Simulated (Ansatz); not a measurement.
## Mg: what changed settings do

The reference input for Ansatz (plane-wave DFT with PAW):

```yaml
crystal:
  lattice:
    - [-1.83599163, 1.83599163, 1.67940402]
    - [1.83599163, -1.83599163, 1.67940402]
    - [1.83599163, 1.83599163, -1.67940402]
  atoms:
    - { symbol: Mg, position: [0.0, 0.0, 0.0] }
basis:
  ecutwfc: 420
kpoints:
  mp_grid: { grid: [6, 6, 6] }
hamiltonian:
  xc: pbe
scf:
  occupations: { method: gaussian, width: 0.1 }
output:
  forces: true
  stress: true
  eigenvalues: true
```

Command:

```bash
ansatz run input.yaml --threads 1 --pin off --max-ram 1331MiB --backend cpu --events-out ev --progress --plain --runs-dir out
```

The run converges in 6 SCF iterations on 30 irreducible k-points: pressure 0.64 GPa, no gap.

These settings were drawn at random to show what each does; none of the numbers is a converged property of the crystal. Each trial's input is given as a difference from the reference's; energies are extrapolated to zero smearing where there is one, and pressure is positive in compression. Charged cells sit in a uniform background, and their pressures hang on that convention.

**Question.** Trial 1:

```diff
 kpoints:
-  mp_grid: { grid: [6, 6, 6] }
+  mp_grid: { grid: [5, 1, 4], shift: [0.25, 0.25, 0.25] }
 output:
-  stress: true
+  stress: false
```

How does this run end?

**Answer.** The run converges in 6 SCF iterations on 20 irreducible k-points: energy 113 meV per atom below the reference. It warns that the mesh lowers the symmetry.

**Question.** Trial 2:

```diff
+total_charge: 2
 kpoints:
+  band_path: { path: [[0, 0, 0], [0.5, 0, 0], [0.5, 0.5, 0.5]], npoints: 4 }
 scf:
-  occupations: { method: gaussian, width: 0.1 }
+  occupations: { method: tetrahedron }
```

What happens?

**Answer.** The run converges in 7 SCF iterations on 30 irreducible k-points: pressure 53.87 GPa (with the neutralising background of the charged cell), gap on the sampled k-points 39.23 eV (the reference is a metal, so it comes from the sampling or the changed settings). It warns that the printed bands weren't solved further after the SCF; that forces and stress under tetrahedra may miss the energy's slope.

**Question.** Trial 3 (the one atom moved, which only shifts the crystal as a whole):

```diff
 crystal:
   atoms:
-    - { symbol: Mg, position: [0.0, 0.0, 0.0] }
+    - { symbol: Mg, position: [0.692, 0.091, 0.701], spin: 4.0 }
 kpoints:
-  mp_grid: { grid: [6, 6, 6] }
+  mp_grid: { grid: [2, 2, 2], shift: [0.5, 0.5, 0] }
 scf:
-  occupations: { method: gaussian, width: 0.1 }
+  occupations: { method: fermi_dirac, width: "3000 K" }
+  lower_state_search: "off"
+  max_iter: 60
 output:
+  populations: true
+magnetization:
+  spin_polarized: true
+  magnetic_field: 300
+accuracy: low
```

How does this run end?

**Answer.** The run converges in 17 SCF iterations on 3 irreducible k-points: pressure 0.91 GPa, cell moment 0.03 μB (in the typed magnetic field). It warns that the starting moments were lost; that the mesh lowers the symmetry.

**Question.** Trial 4:

```diff
 crystal:
   atoms:
-    - { symbol: Mg, position: [0.0, 0.0, 0.0] }
+    - { symbol: Mg, position: [0.0, 0.0, 0.0], spin: 5.0 }
+  symmetry: { detect: false }
 kpoints:
-  mp_grid: { grid: [6, 6, 6] }
+  mp_grid: { kspacing: 0.82 }
 hamiltonian:
+  dispersion: d4
 scf:
+  lower_state_search: "off"
 output:
+  populations: true
+magnetization:
+  spin_polarized: true
```

How does this run end?

**Answer.** The run converges in 19 SCF iterations on 36 irreducible k-points: pressure -0.80 GPa, no gap, cell moment 0.00 μB. It warns that the starting moments were lost.

**Question.** Trial 5:

```diff
 hamiltonian:
-  xc: pbe
+  xc: lda
```

How does this run end?

**Answer.** The run converges in 6 SCF iterations on 30 irreducible k-points: pressure -1.47 GPa, no gap.

**Question.** Trial 6:

```diff
 hamiltonian:
-  xc: pbe
+  xc: pbesol
+relax:
+  adjacent_minimum: "off"
+  f_tol: 0.007
+  max_steps: 30
```

How does this run end?

**Answer.** The relaxation ends after 1 step and 6 SCF iterations, 0.00 meV per atom in free energy under its start, at 22.64 Å³/atom: pressure -0.07 GPa, no gap. It warns that the SCF threshold is loose for the stress.